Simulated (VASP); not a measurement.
A run of VASP 6.6.1:

The input INCAR:

```
SYSTEM = Ni
  ALGO = Normal
  EDIFF = 1E-6
  EDIFFG = -0.005
  ENCUT = 600
  GGA = PE
  IBRION = 2
  ISIF = 3
  ISMEAR = 1
  ISPIN = 2
  IVDW = 13
  LASPH = .TRUE.
  LCHARG = .FALSE.
  LMAXMIX = 4
  LORBIT = 11
  LREAL = .FALSE.
  LWAVE = .FALSE.
  MAGMOM = 0.7
  NELM = 120
  NSW = 40
  PREC = Accurate
  SIGMA = 0.1
```

Contents of KPOINTS:

```
k-points
0
G
  20 20 20
  0 0 0
```

The input POSCAR:

```
Ni
1.0
    0.0000000000      1.7350000000      1.7350000000
    1.7350000000      0.0000000000      1.7350000000
    1.7350000000      1.7350000000      0.0000000000
Ni
1
Direct
    0.0000000000      0.0000000000      0.0000000000
```

Potentials or basis: VASP PAW PBE potentials, release 64 (Ni).

Run with:

```bash
$ cat potpaw_PBE.64/Ni/POTCAR > POTCAR
$ mpirun -np 1 vasp_std > vasp.out
```

Hardware: 1 thread of Intel(R) Xeon(R) Platinum 8259CL CPU @ 2.50GHz (Skylake/Cascade Lake), with other jobs on the host.

**Question.** Estimate the wall time of this run.

**Answer.** Wall time 110 s on 1 thread of Intel(R) Xeon(R) Platinum 8259CL CPU @ 2.50GHz (Skylake/Cascade Lake) (shared host), peak memory 0.18 GiB. Counts: scf iterations 29, k points 256, ion steps 3.
